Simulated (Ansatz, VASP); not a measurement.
**Two plane-wave programs on V**

```
CELL_PARAMETERS angstrom
-1.50108 1.50108 1.50108
1.50108 -1.50108 1.50108
1.50108 1.50108 -1.50108
ATOMIC_POSITIONS crystal
V 0.00000 0.00000 0.00000
```

Alike in both runs: functional PBE; k mesh 20 × 20 × 20; occupations gaussian, width 0.1 eV; no spin polarisation.

Ansatz relaxed the structure, and its values are those at the end. VASP's run is a single point on that final structure, the one shown.

|  | VASP | Ansatz |
| --- | --- | --- |
| version | VASP 6.6.1 | Ansatz 0.2.0 |
| potentials or method | VASP PAW PBE potentials, release 64 (V_sv) | scalar-relativistic, plane waves, PAW |
| plane-wave cutoff (eV) | 520 | 420 |
| valence electrons in the cell | 13 | 13 |

```tsv
	VASP	Ansatz	Ansatz less VASP
gap on the k mesh at the Fermi level (eV)	none	none	-
pressure (GPa)	-0.7	-0.9	-0.22
```

A gap of «none» marks a metal or a gap that the smearing closes.
